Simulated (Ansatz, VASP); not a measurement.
Pt: VASP beside Ansatz

```
CELL_PARAMETERS angstrom
-1.58850 1.58850 1.58850
1.58850 -1.58850 1.58850
1.58850 1.58850 -1.58850
ATOMIC_POSITIONS crystal
Pt 0.00000 0.00000 0.00000
```

Alike in both runs: functional PBE; k mesh 17 × 17 × 17; occupations fermi-dirac, width 0.05 eV; no spin polarisation.

Ansatz relaxed the structure, and its values are those at the end. VASP's run is a single point on that final structure, the one shown.

|  | VASP | Ansatz |
| --- | --- | --- |
| version | VASP 6.6.1 | Ansatz 0.2.0 |
| potentials or method | VASP PAW PBE potentials, release 64 (Pt), cutoff 520 eV | all-electron LAPW, scalar-relativistic |

Ansatz gave:

| Item | Value |
| --- | --- |
| pressure (GPa) | -2.9 |

Task: Estimate VASP's values.

Result: Pressure (GPa): -3.3.

Ansatz ran all-electron here, so the differences hold the error of VASP's frozen core and of both bases.

Spin-orbit coupling is left out, which matters for the levels of Pt.
